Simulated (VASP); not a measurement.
# SiC (Moissanite): how numerical settings change the zone-centre modes, part 2 of 3

Aim: test the modes of SiC (Moissanite) against the numerical settings. The starting structure is a measured crystal structure from the Crystallography Open Database.

VASP 6.6.1.

## Step 2: Reference modes (continued)

Level of this step: LDA; plane waves and PAW (Si, C) (VASP).

Parts of OUTCAR (step 2):

```text
ion  position               nearest neighbor table
   1  0.667  0.333  0.505-   4 1.87   4 1.87   4 1.87   3 1.89   2 3.07   2 3.07   2 3.07   2 3.07
                             2 3.07   2 3.07
   2  0.333  0.667  0.005-   3 1.87   3 1.87   3 1.87   4 1.89   1 3.07   1 3.07   1 3.07   1 3.07
                             1 3.07   1 3.07
   3  0.667  0.333  0.880-   2 1.87   2 1.87   2 1.87   1 1.89
   4  0.333  0.667  0.380-   1 1.87   1 1.87   1 1.87   2 1.89

  LATTYP: Found a hexagonal cell.
 ALAT       =     3.0580883953
 C/A-ratio  =     1.6412477256

 Subroutine GETGRP returns: Found 12 space group operations
 (whereof  6 operations were pure point group operations)

The static configuration has the point symmetry C_3v.
 The point group associated with its full space group is C_6v.

 Found     76 irreducible k-points:

   k-points           NKPTS =     76   k-points in BZ     NKDIM =     76   number of bands    NBANDS=     14

   dimension x,y,z NGX =    24 NGY =   24 NGZ =   40
   dimension x,y,z NGXF=    48 NGYF=   48 NGZF=   80

   ENCUT  =  520.0 eV  38.22 Ry    6.18 a.u.   5.69  5.69  9.33*2*pi/ulx,y,z

   NELECT =      16.0000    total number of electrons

 k-points in reciprocal lattice and weights: Automatic mesh
   0.00000000  0.00000000  0.00000000       0.001
   0.08333333  0.00000000  0.00000000       0.007
   0.16666667  0.00000000  0.00000000       0.007
   0.25000000  0.00000000  0.00000000       0.007
   0.33333333  0.00000000  0.00000000       0.007
   0.41666667  0.00000000  0.00000000       0.007
   0.50000000  0.00000000  0.00000000       0.003
   0.08333333  0.08333333  0.00000000       0.007
   0.16666667  0.08333333  0.00000000       0.014
[...]
0.33333333  0.25000000  0.50000000       0.014
   0.33333333  0.33333333  0.50000000       0.002

 average (electrostatic) potential at core
       1 -81.6867       2 -81.6867       3 -48.7575       4 -48.7575

  Total        0.0025548      0.0025548      0.0026217      0.0000000      0.0000000     -0.0000000
  in kB        0.1006944      0.1006944      0.1033321      0.0000000      0.0000000     -0.0000000
  external PRESSURE =       0.1015736 kB  Pullay stress =       0.0000000 kB

  energy-cutoff  :      520.00
  volume of cell :       40.65
      direct lattice vectors                 reciprocal lattice vectors
     3.058088395  0.000000000  0.000000000     0.327001666  0.188794500  0.000000000
    -1.529044198  2.648382237  0.000000000     0.000000000  0.377589000  0.000000000
     0.000000000  0.000000000  5.019080624     0.000000000  0.000000000  0.199239677

 POSITION                                       TOTAL-FORCE (eV/Angst)
 -----------------------------------------------------------------------------------
      1.52904      0.88279      2.53263        -0.000000      0.000000     -0.000145
     -0.00000      1.76559      0.02309         0.000000     -0.000000     -0.000145
      1.52904      0.88279      4.41880        -0.000000      0.000000      0.000145
     -0.00000      1.76559      1.90926         0.000000     -0.000000      0.000145
 -----------------------------------------------------------------------------------
    total drift:                               -0.000000      0.000000     -0.000095

 MACROSCOPIC STATIC DIELECTRIC TENSOR (including local field effects in DFT)
 ------------------------------------------------------
           6.896148     0.000000    -0.000000
           0.000000     6.896148     0.000000
           0.000000     0.000000     7.254142
 ------------------------------------------------------

 PIEZOELECTRIC TENSOR (including local field effects)  for field in x, y, z        (C/m^2)
          XX          YY          ZZ          XY          YZ          ZX
  --------------------------------------------------------------------------------
  x     0.00000    -0.00000     0.00000     0.00000     0.00000     0.59531
  y     0.00000     0.00000     0.00000     0.00000     0.59531     0.00000
  z     0.47045     0.47045    -0.80851     0.00000     0.00000    -0.00000

 BORN EFFECTIVE CHARGES (including local field effects) (in |e|, cummulative output)
 ---------------------------------------------------------------------------------
 ion    1
    1     2.67501     0.00000     0.00000
    2     0.00000     2.67501     0.00000
    3     0.00000    -0.00000     2.87485
 ion    2
    1     2.67501     0.00000     0.00000
    2     0.00000     2.67501     0.00000
    3    -0.00000     0.00000     2.87485
 ion    3
    1    -2.67501    -0.00000    -0.00000
    2    -0.00000    -2.67501    -0.00000
    3     0.00000     0.00000    -2.87485
 ion    4
    1    -2.67501    -0.00000     0.00000
    2    -0.00000    -2.67501     0.00000
    3    -0.00000     0.00000    -2.87485

 Eigenvectors and eigenvalues of the dynamical matrix
 ----------------------------------------------------

   1 f  =   25.196472 THz   158.314102 2PiTHz  840.463836 cm-1   104.204188 meV
             X         Y         Z           dx          dy          dz
      1.529044  0.882794  2.532631    -0.000000    0.000000   -0.008435
     -0.000000  1.765588  0.023090    -0.000000    0.000000    0.008435
      1.529044  0.882794  4.418796     0.000000   -0.000000   -0.707056
     -0.000000  1.765588  1.909256     0.000000   -0.000000    0.707056

   2 f  =   23.979597 THz   150.668254 2PiTHz  799.873272 cm-1    99.171602 meV
             X         Y         Z           dx          dy          dz
      1.529044  0.882794  2.532631    -0.356186   -0.151401   -0.000000
     -0.000000  1.765588  0.023090    -0.356186   -0.151401    0.000000
      1.529044  0.882794  4.418796     0.544626    0.231500    0.000000
     -0.000000  1.765588  1.909256     0.544626    0.231500   -0.000000

   3 f  =   23.979597 THz   150.668254 2PiTHz  799.873272 cm-1    99.171602 meV
             X         Y         Z           dx          dy          dz
      1.529044  0.882794  2.532631     0.151401   -0.356186   -0.000000
     -0.000000  1.765588  0.023090     0.151401   -0.356186   -0.000000
      1.529044  0.882794  4.418796    -0.231500    0.544626    0.000000
     -0.000000  1.765588  1.909256    -0.231500    0.544626    0.000000

   4 f  =   23.077845 THz   145.002379 2PiTHz  769.794063 cm-1    95.442257 meV
             X         Y         Z           dx          dy          dz
      1.529044  0.882794  2.532631     0.000000   -0.000000   -0.387030
     -0.000000  1.765588  0.023090    -0.000000    0.000000   -0.387030
      1.529044  0.882794  4.418796     0.000000   -0.000000    0.591784
     -0.000000  1.765588  1.909256    -0.000000    0.000000    0.591784

   5 f  =   22.975290 THz   144.358003 2PiTHz  766.373175 cm-1    95.018121 meV
             X         Y         Z           dx          dy          dz
      1.529044  0.882794  2.532631    -0.334223   -0.142066   -0.000000
     -0.000000  1.765588  0.023090     0.334223    0.142066   -0.000000
      1.529044  0.882794  4.418796    -0.558373   -0.237344    0.000000
     -0.000000  1.765588  1.909256     0.558373    0.237344    0.000000

   6 f  =   22.975290 THz   144.358003 2PiTHz  766.373175 cm-1    95.018121 meV
             X         Y         Z           dx          dy          dz
      1.529044  0.882794  2.532631     0.142066   -0.334223    0.000000
     -0.000000  1.765588  0.023090    -0.142066    0.334223    0.000000
      1.529044  0.882794  4.418796     0.237344   -0.558373   -0.000000
     -0.000000  1.765588  1.909256    -0.237344    0.558373   -0.000000

   7 f  =   17.923633 THz   112.617510 2PiTHz  597.868054 cm-1    74.126158 meV
             X         Y         Z           dx          dy          dz
      1.529044  0.882794  2.532631    -0.000000   -0.000000    0.707056
     -0.000000  1.765588  0.023090     0.000000    0.000000   -0.707056
      1.529044  0.882794  4.418796    -0.000000   -0.000000   -0.008435
     -0.000000  1.765588  1.909256     0.000000    0.000000    0.008435

   8 f  =    7.731678 THz    48.579566 2PiTHz  257.901020 cm-1    31.975637 meV
             X         Y         Z           dx          dy          dz
      1.529044  0.882794  2.532631     0.558373    0.237345   -0.000000
     -0.000000  1.765588  0.023090    -0.558373   -0.237345   -0.000000
      1.529044  0.882794  4.418796    -0.334222   -0.142066   -0.000000
     -0.000000  1.765588  1.909256     0.334222    0.142066   -0.000000

   9 f  =    7.731678 THz    48.579566 2PiTHz  257.901020 cm-1    31.975637 meV
             X         Y         Z           dx          dy          dz
      1.529044  0.882794  2.532631     0.237345   -0.558373    0.000000
     -0.000000  1.765588  0.023090    -0.237345    0.558373    0.000000
      1.529044  0.882794  4.418796    -0.142066    0.334222    0.000000
     -0.000000  1.765588  1.909256     0.142066   -0.334222    0.000000

  10 f/i=    0.000658 THz     0.004131 2PiTHz    0.021932 cm-1     0.002719 meV
             X         Y         Z           dx          dy          dz
      1.529044  0.882794  2.532631    -0.043795   -0.590162    0.000000
     -0.000000  1.765588  0.023090    -0.043795   -0.590162    0.000000
      1.529044  0.882794  4.418796    -0.028642   -0.385967    0.000000
     -0.000000  1.765588  1.909256    -0.028642   -0.385967    0.000000

  11 f/i=    0.000658 THz     0.004131 2PiTHz    0.021932 cm-1     0.002719 meV
             X         Y         Z           dx          dy          dz
      1.529044  0.882794  2.532631    -0.590162    0.043795   -0.000000
     -0.000000  1.765588  0.023090    -0.590162    0.043795   -0.000000
      1.529044  0.882794  4.418796    -0.385967    0.028642   -0.000000
     -0.000000  1.765588  1.909256    -0.385967    0.028642   -0.000000

  12 f/i=    0.000704 THz     0.004425 2PiTHz    0.023493 cm-1     0.002913 meV
             X         Y         Z           dx          dy          dz
      1.529044  0.882794  2.532631    -0.000000    0.000000    0.591784
     -0.000000  1.765588  0.023090    -0.000000    0.000000    0.591784
      1.529044  0.882794  4.418796    -0.000000    0.000000    0.387030
     -0.000000  1.765588  1.909256    -0.000000    0.000000    0.387030

 MACROSCOPIC STATIC DIELECTRIC TENSOR IONIC CONTRIBUTION
 ------------------------------------------------------
           3.218446     0.000000    -0.000000
           0.000000     3.218446    -0.000000
          -0.000000    -0.000000     4.013458
 ------------------------------------------------------

 ELASTIC MODULI CONTR FROM IONIC RELAXATION (kBar)
 Direction    XX          YY          ZZ          XY          YZ          ZX
 --------------------------------------------------------------------------------
 XX        -500.6183    260.0568    228.0855     -0.0000     -0.0000      0.0000
 YY         260.0568   -500.6183    228.0855     -0.0000      0.0000     -0.0000
 ZZ         228.0855    228.0855   -432.5131      0.0000     -0.0000     -0.0000
 XY          -0.0000     -0.0000      0.0000   -380.3375      0.0000      0.0000
 YZ           0.0000      0.0000     -0.0000      0.0000   -131.3817     -0.0000
 ZX           0.0000     -0.0000     -0.0000     -0.0000     -0.0000   -138.5127
 --------------------------------------------------------------------------------

 PIEZOELECTRIC TENSOR IONIC CONTR  for field in x, y, z        (C/m^2)
          XX          YY          ZZ          XY          YZ          ZX
  --------------------------------------------------------------------------------
  x     0.00000    -0.00000    -0.00000    -0.00000    -0.00000    -0.62826
  y    -0.00000     0.00000    -0.00000     0.00000    -0.61188    -0.00000
  z    -0.65378    -0.65378     1.23974    -0.00000     0.00000     0.00000
```

Energies printed during the response cycles are not total energies of the cell.

Reference: the zone-centre modes are B1 (2) 840.5, E1 799.9, A1 769.8, E2 (2) 766.4, B1 (1) 597.9, E2 (1) 257.9 cm⁻¹.

## Step 3: Modes with a 6×6×4 mesh

Against step 2 the input has a 6×6×4 mesh.

Contents of INCAR:

```
SYSTEM = SiC
PREC = Accurate
ENCUT = 520
EDIFF = 1E-08
NELM = 100
ISMEAR = 0
SIGMA = 0.03
LREAL = .FALSE.
ALGO = Normal
GGA = CA
NBANDS = 14
LORBIT = 11
LWAVE = .FALSE.
LCHARG = .FALSE.
KPAR = 8
IBRION = 8
LEPSILON = .TRUE.
LPEAD = .TRUE.
ISIF = 2
```

Contents of POSCAR:

```
SiC
1.0
    3.0580883953      0.0000000000      0.0000000000
   -1.5290441976      2.6483822373      0.0000000000
    0.0000000000      0.0000000000      5.0190806236
Si C
2 2
Direct
    0.6666666667      0.3333333333      0.5046005286
    0.3333333333      0.6666666667      0.0046005286
    0.6666666667      0.3333333333      0.8803994714
    0.3333333333      0.6666666667      0.3803994714
```

Contents of KPOINTS:

```
Automatic mesh
0
Gamma
6 6 4
0 0 0
```

Potentials, in the order of the species: Si and C (LDA family, release 64).

Run with:

```bash
$ mpirun -np 8 vasp_std
```

The log of the run:

```text
[banner, memory and clock lines left out]
running    8 mpi-ranks, on    1 nodes
[...]
[... a notice as in an earlier step ...]

 LDA part: xc-table for (Slater(with rela. corr.)+CA(PZ))
 , standard interpolation
 POSCAR, INCAR and KPOINTS ok, starting setup
[...]
entering main loop
       N       E                     dE             d eps       ncg     rms          rms(c)
DAV:   1     0.289674354185E+02    0.28967E+02   -0.74527E+03   588   0.103E+03
DAV:   2    -0.344631180678E+02   -0.63431E+02   -0.56423E+02   840   0.170E+02
DAV:   3    -0.374398280745E+02   -0.29767E+01   -0.29582E+01   816   0.352E+01
DAV:   4    -0.374685747499E+02   -0.28747E-01   -0.28739E-01   684   0.433E+00
[...]
DAV:  13    -0.332652413381E+02    0.32661E-06   -0.12651E-06   732   0.665E-03    0.142E-03
DAV:  14    -0.332652413547E+02   -0.16624E-07   -0.56072E-08   702   0.186E-03    0.549E-04
DAV:  15    -0.332652413580E+02   -0.33440E-08   -0.59053E-10   360   0.212E-04
   1 F= -.33265241E+02 E0= -.33265241E+02  d E =-.440632E-18
[...]
RMM:  13    -0.125413751691E+00    0.49011E-08   -0.18559E-08  2605   0.549E-06    0.109E-07
 first order change of Fermi-energy  -0.27459E-04
 force on displaced ion       3 direction 1 : -19.839  -0.000  -0.000
 Born effective charge ion    3 direction 1 :  -2.676  -0.003  -0.000
 Linear response progress:
  Degree of freedom:   4/  4
       N       E                     dE             d eps       ncg     rms          rms(c)
RMM:   1    -0.139212077576E+00   -0.13921E+00    0.91482E-02  1420   0.214E+00
RMM:   2    -0.134467387920E+00    0.47447E-02    0.22437E-03  1101   0.443E-01    0.228E-01
RMM:   3    -0.134391262436E+00    0.76125E-04   -0.23747E-03  1121   0.244E-01    0.112E-01
RMM:   4    -0.134997434955E+00   -0.60617E-03   -0.58624E-04  1115   0.120E-01    0.397E-02
[...]
RMM:  10    -0.135191835004E+00    0.92492E-07    0.24341E-07  1212   0.748E-05    0.129E-05
RMM:  11    -0.135191864801E+00   -0.29798E-07    0.39259E-07  1265   0.278E-05    0.363E-06
RMM:  12    -0.135191856567E+00    0.82348E-08    0.84798E-08  1228   0.108E-05    0.112E-06
 first order change of Fermi-energy   0.21008E+00
 force on displaced ion       3 direction 3 :  -0.000  -0.000 -24.756
 Born effective charge ion    3 direction 3 :   0.000   0.000  -2.874
 Born effective charges drift removed
 Linear response finished
```

Elapsed: 2.8 min, on 8 MPI ranks of AMD EPYC 7R43, shared host; peak memory 2.1 GiB; 21 min of CPU time.

From OUTCAR (step 3):

```text
  Total        0.0172787      0.0172787     -0.0244881      0.0000000      0.0000000      0.0000000
  in kB        0.6810315      0.6810315     -0.9651859      0.0000000      0.0000000      0.0000000
  external PRESSURE =       0.1322923 kB  Pullay stress =       0.0000000 kB

 POSITION                                       TOTAL-FORCE (eV/Angst)
 -----------------------------------------------------------------------------------
      1.52904      0.88279      2.53263         0.000000     -0.000000     -0.007955
     -0.00000      1.76559      0.02309        -0.000000      0.000000     -0.007955
      1.52904      0.88279      4.41880        -0.000000     -0.000000      0.007955
     -0.00000      1.76559      1.90926         0.000000     -0.000000      0.007955
 -----------------------------------------------------------------------------------
    total drift:                               -0.000000      0.000000     -0.000094

 MACROSCOPIC STATIC DIELECTRIC TENSOR (including local field effects in DFT)
 ------------------------------------------------------
           6.794835     0.000000     0.000000
           0.000000     6.794835    -0.000000
           0.000000     0.000000     7.218871
 ------------------------------------------------------

 MACROSCOPIC STATIC DIELECTRIC TENSOR IONIC CONTRIBUTION
 ------------------------------------------------------
           3.212785     0.000000    -0.000000
           0.000000     3.212785    -0.000000
          -0.000000    -0.000000     4.013630
 ------------------------------------------------------

[... 1 part as in an earlier step ...]

[... 1 further part left out ...]
```

With a 6×6×4 mesh the modes are at the top B1 (2) 840.3, E1 800.5 cm⁻¹, at the bottom B1 (1) 598.8, E2 (1) 257.4 cm⁻¹, with 2 more of the listed ones between; the largest shift is +0.9 cm⁻¹, in B1 (1), from the reference.

## Step 4: Modes with a cutoff of 400 eV

Against step 2 the input has ENCUT = 400.

INCAR, as its differences from that of step 3:

```diff
@@ -2,3 +2,3 @@
 PREC = Accurate
-ENCUT = 520
+ENCUT = 400
 EDIFF = 1E-08
```

POSCAR is that of step 3.

Contents of KPOINTS:

```
Automatic mesh
0
Gamma
12 12 6
0 0 0
```

Run with:

```bash
$ mpirun -np 8 vasp_std
```

The log of the run:

```text
[... set-up lines as in an earlier step ...]
 entering main loop
       N       E                     dE             d eps       ncg     rms          rms(c)
DAV:   1     0.173960857405E+02    0.17396E+02   -0.62235E+03  2128   0.831E+02
DAV:   2    -0.351247232931E+02   -0.52521E+02   -0.48301E+02  2942   0.155E+02
DAV:   3    -0.374286756871E+02   -0.23040E+01   -0.22946E+01  2914   0.314E+01
DAV:   4    -0.374496785217E+02   -0.21003E-01   -0.21000E-01  2398   0.360E+00
[...]
DAV:  13    -0.332879045900E+02    0.31023E-06   -0.12128E-06  2818   0.650E-03    0.128E-03
DAV:  14    -0.332879046293E+02   -0.39309E-07   -0.52190E-08  2530   0.177E-03    0.533E-04
DAV:  15    -0.332879046359E+02   -0.65979E-08   -0.47507E-10  1580   0.189E-04
   1 F= -.33287905E+02 E0= -.33287905E+02  d E =-.382080E-23
 Linear response reoptimize wavefunctions to high precision
DAV:   1    -0.332879046369E+02   -0.10546E-08   -0.28958E-10  1832   0.115E-04
DAV:   2    -0.332879046370E+02   -0.36380E-10   -0.35585E-11  1382   0.492E-05
 Linear response to external field (no local field effect), progress :
[...]
RMM:  12    -0.125010720223E+00   -0.89376E-08    0.29201E-08 20779   0.195E-05    0.322E-07
 first order change of Fermi-energy  -0.22834E-04
 force on displaced ion       3 direction 1 : -19.803   0.000  -0.000
 Born effective charge ion    3 direction 1 :  -2.675  -0.000  -0.000
 Linear response progress:
  Degree of freedom:   4/  4
       N       E                     dE             d eps       ncg     rms          rms(c)
RMM:   1    -0.138970376403E+00   -0.13897E+00    0.92955E-02  6060   0.212E+00
RMM:   2    -0.134461770934E+00    0.45086E-02   -0.10130E-03  4605   0.450E-01    0.226E-01
RMM:   3    -0.134093828296E+00    0.36794E-03   -0.24039E-03  4702   0.242E-01    0.111E-01
RMM:   4    -0.134694858401E+00   -0.60103E-03   -0.57588E-04  4710   0.121E-01    0.396E-02
[...]
RMM:  11    -0.134897450918E+00   -0.55690E-07    0.15785E-07  5388   0.465E-05    0.397E-06
RMM:  12    -0.134897434350E+00    0.16568E-07    0.87027E-09  5226   0.236E-05    0.160E-06
RMM:  13    -0.134897433715E+00    0.63544E-09    0.20111E-09  4929   0.180E-05    0.873E-07
 first order change of Fermi-energy  -0.88414E+01
 force on displaced ion       3 direction 3 :  -0.000   0.000 -24.679
 Born effective charge ion    3 direction 3 :   0.000   0.000  -2.874
 Born effective charges drift removed
 Linear response finished
```

Elapsed: 6.5 min, on 8 MPI ranks; peak memory 3.7 GiB; 49 min of CPU time.

OUTCAR, selected parts (step 4):

```text
  Total       -0.2811879     -0.2811879     -0.2773823     -0.0000000      0.0000000      0.0000000
  in kB      -11.0828732    -11.0828732    -10.9328759     -0.0000000      0.0000000      0.0000000
  external PRESSURE =     -11.0328741 kB  Pullay stress =       0.0000000 kB

 POSITION                                       TOTAL-FORCE (eV/Angst)
 -----------------------------------------------------------------------------------
      1.52904      0.88279      2.53263         0.000000     -0.000000     -0.000720
     -0.00000      1.76559      0.02309        -0.000000     -0.000000     -0.000720
      1.52904      0.88279      4.41880        -0.000000     -0.000000      0.000720
     -0.00000      1.76559      1.90926        -0.000000      0.000000      0.000720
 -----------------------------------------------------------------------------------
    total drift:                               -0.000000     -0.000000      0.000087

 MACROSCOPIC STATIC DIELECTRIC TENSOR (including local field effects in DFT)
 ------------------------------------------------------
           6.894900     0.000000     0.000000
           0.000000     6.894900     0.000000
           0.000000     0.000000     7.253136
 ------------------------------------------------------

 MACROSCOPIC STATIC DIELECTRIC TENSOR IONIC CONTRIBUTION
 ------------------------------------------------------
           3.222502     0.000000    -0.000000
           0.000000     3.222502     0.000000
          -0.000000     0.000000     4.019886
 ------------------------------------------------------

[... 1 part as in an earlier step ...]

[... 1 further part left out ...]
```

With a cutoff of 400 eV the modes are at the top B1 (2) 838.5, E1 799.5 cm⁻¹, at the bottom B1 (1) 597.7, E2 (1) 257.8 cm⁻¹, with 2 more of the listed ones between; the largest shift is -2.0 cm⁻¹, in B1 (2), from the reference.

(Continued in part 3 of 3.)

[Lines on the potential files, build, host, timing and source positions are cut from VASP's logs without a mark.]

[Logs are printed without paths, hosts, clocks, repeated set-up lines and the standing remarks that a program may print on its own settings, such as how far it seeks lower states.]

[Hosts, paths, dates, database ids (printed as entryN), source tags and the programs' standing remarks are cut or masked in the printed files.]
